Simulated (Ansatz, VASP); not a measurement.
**C: VASP beside Ansatz**

Contents of INCAR:

```
SYSTEM = C
PREC     = Accurate       ! precision mode
ENCUT    = 520            ! plane-wave cutoff, eV
EDIFF    = 1E-6           ! SCF threshold, eV
ISMEAR   = 0              ! smearing method
SIGMA    = 0.05           ! smearing width, eV
LREAL    = .False.        ! projectors in reciprocal space
LASPH    = .True.         ! aspherical terms in the spheres
NELM     = 80             ! most SCF steps
ALGO     = Normal         ! electronic algorithm
ISIF     = 2              ! what is computed and relaxed
LWAVE    = .False.        ! write WAVECAR
LCHARG   = .False.        ! write CHGCAR
GGA      = CA             ! functional
NBANDS   = 11             ! bands
```

KPOINTS

```
regular mesh
0
Gamma
  12 12 12
  0 0 0
```

File POSCAR:

```
C
1.0
    1.2587270051      0.7267263753      3.2633355684
   -1.2587270051      0.7267263753      3.2633355684
    0.0000000000     -1.4534527505      3.2633355684
C
2
Direct
    0.1640000000      0.1640000000      0.1640000000
    0.8360000000      0.8360000000      0.8360000000
```

Input for Ansatz:

```yaml
crystal:
  lattice:
    - [1.2587270051, 0.7267263753, 3.2633355684]
    - [-1.2587270051, 0.7267263753, 3.2633355684]
    - [0.0, -1.4534527505, 3.2633355684]
  atoms:
    - { symbol: C, position: [0.164, 0.164, 0.164] }
    - { symbol: C, position: [0.836, 0.836, 0.836] }
basis:
  ecutwfc: 420
kpoints:
  mp_grid: { grid: [12, 12, 12] }
hamiltonian:
  xc: lda
scf:
  occupations: { method: gaussian, width: 0.05 }
output:
  forces: true
  stress: true
  eigenvalues: true
  write_density: true
  write_potential: true
  elf: true
  volumetric_format: npy
```

Change from the starting cell: strain +0.025 along x and y, -0.025 along z, atoms carried along.

Alike in both runs: task single point; functional LDA; k mesh 12 × 12 × 12; occupations gaussian, width 0.05 eV; no spin polarisation.

```csv
,VASP,Ansatz
version,VASP 6.6.1,Ansatz 0.2.0
potentials or method,"VASP PAW LDA potentials, release 64 (C)","scalar-relativistic, plane waves, PAW"
plane-wave cutoff (eV),520,420
valence electrons in the cell,8,8
```

|  | VASP | Ansatz | Ansatz less VASP |
| --- | --- | --- | --- |
| gap on the k mesh at the Fermi level (eV) | 0.91 | 0.90 | -0.001 |
| least direct gap on the mesh (eV) | 0.91 | 0.90 | -0.001 |
| pressure (GPa) | -22.0 | -22.8 | -0.76 |
| largest component of the traceless stress (GPa) | 21.97 | 22.83 | +0.854 |
| rms of the force components (eV/Å) | 0.492 | 0.495 | +0.0033 |

Atom by atom the forces differ by 0.003 eV/Å (rms over components).

Caveats: so large a pressure means that the cell lies far from this level's equilibrium, or that cutoff or potentials fall short (VASP).
